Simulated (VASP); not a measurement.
Tl, 1 atom in the cell. The typed cell holds 1 atom: a = 3.525 Å, b = 3.520 Å, c = 3.480 Å, α = 59.21°, β = 59.20°, γ = 59.33°. This isn't the form of Tl at room conditions, which is hcp. The cell isn't the ideal one: cell strained at random at fixed volume.

| Item | Value |
| --- | --- |
| Program | VASP 6.6.1 |
| Task | single point |
| Functional | PBE |
| Potentials or basis | VASP PAW PBE potentials, release 64 (Tl_d) |
| Cutoff | 520 eV |
| k mesh | 9 × 9 × 9 |
| Occupations | fermi-dirac, width 0.05 eV |
| Spin | no spin polarisation |
| Further INCAR settings | ALGO = Normal; EDIFF = 1e-07; NBANDS = 12 |

Potentials or basis: VASP PAW PBE potentials, release 64 (Tl_d).

The run is started by

```sh
$ cat potpaw_PBE.64/Tl_d/POTCAR > POTCAR
$ mpirun -np 1 vasp_std > vasp.out
```

Hardware: 1 thread of AMD EPYC 7R13 Processor (Zen 3), on a shared host.

Q: Estimate the wall time of this run.

A: It took 2.4 min on 1 thread of AMD EPYC 7R13 Processor (Zen 3) (shared host), peak memory 0.22 GiB. Counts: scf iterations 11, k points 365.
